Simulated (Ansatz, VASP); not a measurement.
**TaN: VASP beside Ansatz**

INCAR

```
SYSTEM = TaN
PREC = Accurate ; ENCUT = 600
EDIFF = 1E-7 ; ISMEAR = -1
SIGMA = 0.05 ; LREAL = .FALSE.
LASPH = .TRUE. ; NELM = 150
ALGO = Normal ; ISIF = 3
LWAVE = .FALSE. ; LCHARG = .FALSE.
LMAXMIX = 4 ; LDAU = .TRUE.
LDAUTYPE = 2 ; LDAUL = 2 -1
LDAUU = 2 0 ; LDAUJ = 0 0
LDAUPRINT = 1 ; GGA = PE
IBRION = 2 ; NSW = 60
EDIFFG = -0.01
```

File KPOINTS:

```
Automatic mesh
0
G
  10 10 9
  0 0 0
```

POSCAR

```
TaN
1.0
    2.9380011100      0.0000000000      0.0000000000
   -1.4690005500      2.5443836000      0.0000000000
    0.0000000000      0.0000000000      2.8830022100
Ta N
1 1
Direct
    0.3333333333      0.6666666667      0.5000000000
    0.0000000000      0.0000000000      0.0000000000
```

input.yaml

```yaml
crystal:
  lattice:
    - [2.93800111, 0.0, 0.0]
    - [-1.46900055, 2.5443836, 0.0]
    - [0.0, 0.0, 2.88300221]
  atoms:
    - { symbol: Ta, position: [0.3333333333, 0.6666666667, 0.5] }
    - { symbol: "N", position: [0.0, 0.0, 0.0] }
hamiltonian:
  xc: pbe
  pseudopotentials: { kind: paw }
  hubbard: { sites: [{ species: Ta, l: d, u_eff: 2.0 }] }
kpoints:
  mp_grid: { grid: [10, 10, 9] }
scf:
  occupations: { method: fermi_dirac, width: 0.05 }
output:
  forces: true
  stress: true
  eigenvalues: true
relax:
  f_tol: 0.01
  max_steps: 40
  cell: { stress_tol: 0.05 }
```

Alike in both runs: task relaxation of cell and atoms; functional PBE; k mesh 10 × 10 × 9; occupations fermi-dirac, width 0.05 eV; no spin polarisation; Hubbard terms Ta d U = 2.0 eV.

```csv
,VASP,Ansatz
version,VASP 6.6.1,Ansatz 0.2.0
potentials or method,"VASP PAW PBE potentials, release 64 (Ta_pv, N)",Ansatz PAW
plane-wave cutoff (eV),600,420
valence electrons in the cell,16,18
```

VASP gave:

| Property | Result |
| --- | --- |
| gap on the k mesh at the Fermi level, each at its own relaxed structure (eV) | none |
| relaxed volume (Å³/atom) | 11.14 |
| relaxed cell length with the largest relative difference (Å) | 2.917 |
| energy change over the relaxation (meV/atom) | -13 |

Question: What did Ansatz give for the same quantities?

Answer: gap on the k mesh at the Fermi level, each at its own relaxed structure (eV): none; relaxed volume (Å³/atom): 10.98; relaxed cell length with the largest relative difference (Å): 2.900; energy change over the relaxation (meV/atom): -4.

The programs project onto different local orbitals, so the same U acts differently. A gap of «none» marks a metal or a gap that the smearing closes. The two sets of potentials don't hold the same shells in valence.

Caveats: U without spin polarisation on a metal has little footing; the plane-wave basis is chosen anew once the cell has moved, so the energies of steps on either side of that aren't comparable (Ansatz); the pressure holds a Pulay correction of +0.4 GPa for the finite cutoff (Ansatz). Zero-point motion and thermal expansion aren't in these numbers. The runs have no spin-orbit coupling, so splittings on Ta are missing.
